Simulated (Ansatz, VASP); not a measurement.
Two plane-wave programs on Al2Ru

The input INCAR:

```
SYSTEM = Al2Ru
ALGO     = Normal         ! electronic algorithm
EDIFF    = 1E-7           ! SCF threshold, eV
ENCUT    = 520            ! plane-wave cutoff, eV
GGA      = PS             ! functional
ISIF     = 2              ! what is computed and relaxed
ISMEAR   = 0              ! smearing method
LASPH    = .True.         ! aspherical terms in the spheres
LCHARG   = .False.        ! write CHGCAR
LREAL    = .False.        ! projectors in reciprocal space
LWAVE    = .False.        ! write WAVECAR
NBANDS   = 29             ! bands
NELM     = 60             ! most SCF steps
PREC     = Accurate       ! precision mode
SIGMA    = 0.01           ! smearing width, eV
```

The input KPOINTS:

```
k-points
0
Gamma
  2 2 2
  0 0 0
```

POSCAR

```
Al2Ru
1.0
    0.0000000000      3.9898374997      4.3915250777
    2.3524746913      0.0000000000      4.3915250777
    2.3524746913      3.9898374997      0.0000000000
Al Ru
4 2
Direct
    0.0790610300      0.4209389700      0.0790610300
    0.4209389700      0.0790610300      0.4209389700
    0.1709389700      0.8290610300      0.1709389700
    0.8290610300      0.1709389700      0.8290610300
    0.7500000000      0.7500000000      0.7500000000
    0.5000000000      0.5000000000      0.5000000000
```

Input for Ansatz:

```yaml
crystal:
  lattice:
    - [0.0, 3.9898374997, 4.3915250777]
    - [2.3524746913, 0.0, 4.3915250777]
    - [2.3524746913, 3.9898374997, 0.0]
  atoms:
    - { symbol: Al, position: [0.07906103, 0.42093897, 0.07906103] }
    - { symbol: Al, position: [0.42093897, 0.07906103, 0.42093897] }
    - { symbol: Al, position: [0.17093897, 0.82906103, 0.17093897] }
    - { symbol: Al, position: [0.82906103, 0.17093897, 0.82906103] }
    - { symbol: Ru, position: [0.75, 0.75, 0.75] }
    - { symbol: Ru, position: [0.5, 0.5, 0.5] }
basis:
  ecutwfc: 420
kpoints:
  mp_grid: { grid: [2, 2, 2] }
hamiltonian:
  xc: pbesol
scf:
  occupations: { method: gaussian, width: 0.01 }
output:
  forces: true
  stress: true
  eigenvalues: true
```

Alike in both runs: task single point; functional PBEsol; k mesh 2 × 2 × 2; occupations gaussian, width 0.01 eV; no spin polarisation.

|  | VASP | Ansatz |
| --- | --- | --- |
| version | VASP 6.6.1 | Ansatz 0.2.0 |
| potentials or method | VASP PAW PBE potentials, release 64 (Al, Ru_pv) | scalar-relativistic, plane waves, PAW |
| plane-wave cutoff (eV) | 520 | 420 |
| valence electrons in the cell | 40 | 44 |

Ansatz gave:

| Quantity | Value |
| --- | --- |
| gap on the k mesh at the Fermi level (eV) | 0.31 |
| least direct gap on the mesh (eV) | 1.22 |
| pressure (GPa) | 0.1 |
| largest component of the traceless stress (GPa) | 0.78 |
| rms of the force components (eV/Å) | 0.009 |

Task: Which values does VASP return?

Result: gap on the k mesh at the Fermi level (eV): 0.31; least direct gap on the mesh (eV): 1.22; pressure (GPa): 0.2; largest component of the traceless stress (GPa): 0.79; rms of the force components (eV/Å): 0.009.

Atom by atom the forces differ by 0.000 eV/Å (rms over components). The two sets of potentials don't hold the same shells in valence.

Caveats: the k mesh is coarse (spacing up to 0.85 Å⁻¹), so the values aren't converged; the PAW data sets were made with another functional, which shifts forces and pressure a little (VASP).
